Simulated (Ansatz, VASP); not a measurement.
## One calculation of KF, two programs

```
K F
1.0
     3.17887    0.00000    0.00000
     0.00000    3.17887    0.00000
     0.00000    0.00000    3.17887
K F
1 1
Direct
  0.00000 0.00000 0.00000
  0.50000 0.50000 0.50000
```

The cell was built by a generator and needn't be a form met in nature.

Alike in both runs: task single point; functional PBE; k mesh 6 × 6 × 6; no spin polarisation.

|  | VASP | Ansatz |
| --- | --- | --- |
| version | VASP 6.6.1 | Ansatz 0.2.0 |
| potentials or method | VASP PAW PBE potentials, release 64 (K_sv, F) | plane waves, PAW |
| plane-wave cutoff (eV) | 520 | 420 |
| occupations | gaussian, width 0.01 eV | fixed |
| valence electrons in the cell | 16 | 16 |

```tsv
	VASP	Ansatz	Ansatz less VASP
gap on the k mesh at the Fermi level (eV)	6.80	6.82	+0.018
pressure (GPa)	3.0	2.9	-0.08
```

A k mesh can miss the band edges. PBE gaps usually lie below the measured ones, often by a third to a half.
